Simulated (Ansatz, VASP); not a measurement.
# Ni in VASP and in Ansatz

```
CELL_PARAMETERS angstrom
2.49604 0.00000 0.00000
-1.24802 2.16163 0.00000
0.00000 0.00000 4.15269
ATOMIC_POSITIONS crystal
Ni 0.66667 0.33333 0.75000
Ni 0.33333 0.66667 0.25000
```

Change from the starting cell: volume scaled by 1.06.

Alike in both runs: task single point; functional PBEsol; k mesh 12 × 12 × 7; occupations fermi-dirac, width 0.05 eV; collinear spin, ferromagnetic start.

```csv
,VASP,Ansatz
version,VASP 6.6.1,Ansatz 0.2.0
potentials or method,"VASP PAW PBE potentials, release 64 (Ni)",Ansatz PAW
plane-wave cutoff (eV),520,420
valence electrons in the cell,20,36
```

|  | VASP | Ansatz | Ansatz less VASP |
| --- | --- | --- | --- |
| gap on the k mesh at the Fermi level (eV) | none | none | - |
| pressure (GPa) | -13.6 | -13.7 | -0.15 |
| largest component of the traceless stress (GPa) | 2.17 | 2.19 | +0.022 |
| net moment per atom (μB) | 0.66 | 0.68 | +0.016 |
| size of the moment on the site where the two differ most (μB) | 0.67 | 0.71 | +0.042 |

Site moments also hang on the region over which each program counts them. A gap of «none» marks a metal or a gap that the smearing closes. The two sets of potentials don't hold the same shells in valence.

Caveats: the PAW data sets were made with another functional, which shifts forces and pressure a little (VASP); the PAW data sets come from PBE, with cores solved anew for the run's functional, which leaves a small shift of forces and pressure (Ansatz).
